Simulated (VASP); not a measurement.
Set up this calculation in VASP 6.6.1, as the native input.

```yaml
Task: single point
Functional: r2SCAN
Potentials_or_basis: VASP PAW PBE potentials, release 64 (Be, Te)
Cutoff: 520 eV
k_mesh: 8 × 8 × 8
Occupations: gaussian, width 0.02 eV
Spin: no spin polarisation
Dipole_correction: no
Further_INCAR_settings: ALGO = Normal; EDIFF = 1e-06; NBANDS = 11
```

The system is BeTe.

```
Be Te
1.0
     0.00000    2.82732    2.82732
     2.82732    0.00000    2.82732
     2.82732    2.82732    0.00000
Be Te
1 1
Cartesian
  0.0000 0.0000 0.0000
  4.2410 4.2410 4.2410
```

The cell comes from a database or a generator and needn't be the stable form of this composition.

These files were run (other wordings do the same):

POSCAR

```
BeTe
1.0
    0.0000000000      2.8273171288      2.8273171288
    2.8273171288      0.0000000000      2.8273171288
    2.8273171288      2.8273171288      0.0000000000
Be Te
1 1
Direct
    0.0000000000      0.0000000000      0.0000000000
    0.7500000000      0.7500000000      0.7500000000
```

INCAR.step1

```
SYSTEM = BeTe
ALGO     = Normal         ! electronic algorithm
EDIFF    = 1E-4           ! SCF threshold, eV
ENCUT    = 520            ! plane-wave cutoff, eV
GGA      = PE             ! functional
ISMEAR   = 0              ! smearing method
LASPH    = .True.         ! aspherical terms in the spheres
LCHARG   = .False.        ! write CHGCAR
LREAL    = .False.        ! projectors in reciprocal space
LWAVE    = .True.         ! write WAVECAR
NBANDS   = 11             ! bands
NELM     = 100            ! most SCF steps
PREC     = Accurate       ! precision mode
SIGMA    = 0.02           ! smearing width, eV
```

INCAR.step2

```
SYSTEM = BeTe
ALGO     = Normal         ! electronic algorithm
EDIFF    = 1E-6           ! SCF threshold, eV
ENCUT    = 520            ! plane-wave cutoff, eV
ISIF     = 2              ! what is computed and relaxed
ISMEAR   = 0              ! smearing method
ISTART   = 1            
LASPH    = .True.         ! aspherical terms in the spheres
LCHARG   = .False.        ! write CHGCAR
LMIXTAU  = .True.       
LREAL    = .False.        ! projectors in reciprocal space
LWAVE    = .False.        ! write WAVECAR
METAGGA  = R2SCAN         ! meta-GGA
NBANDS   = 11             ! bands
NELM     = 100            ! most SCF steps
PREC     = Accurate       ! precision mode
SIGMA    = 0.02           ! smearing width, eV
```

KPOINTS

```
k-points
0
Gamma
  8 8 8
  0 0 0
```

Potentials or basis: VASP PAW PBE potentials, release 64 (Be, Te).

Launch:

```bash
$ cat potpaw_PBE.64/Be/POTCAR potpaw_PBE.64/Te/POTCAR > POTCAR
$ cp INCAR.step1 INCAR
$ mpirun -np 1 vasp_std > vasp.out
$ cp INCAR.step2 INCAR
$ mpirun -np 1 vasp_std > vasp.out
```

Results of the run:

```
Pressure               : 0.2 GPa
Band gap on the k mesh : 2.37 eV, indirect (least direct gap 4.03 eV)
```

Caveat: the PAW data sets were made with another functional, which shifts forces and pressure a little; spin-orbit coupling is left out, which moves the levels of the heavy elements.

It took 28 s on 1 thread of Intel(R) Xeon(R) 6975P-C (Granite Rapids) (shared host), peak memory 0.18 GiB.
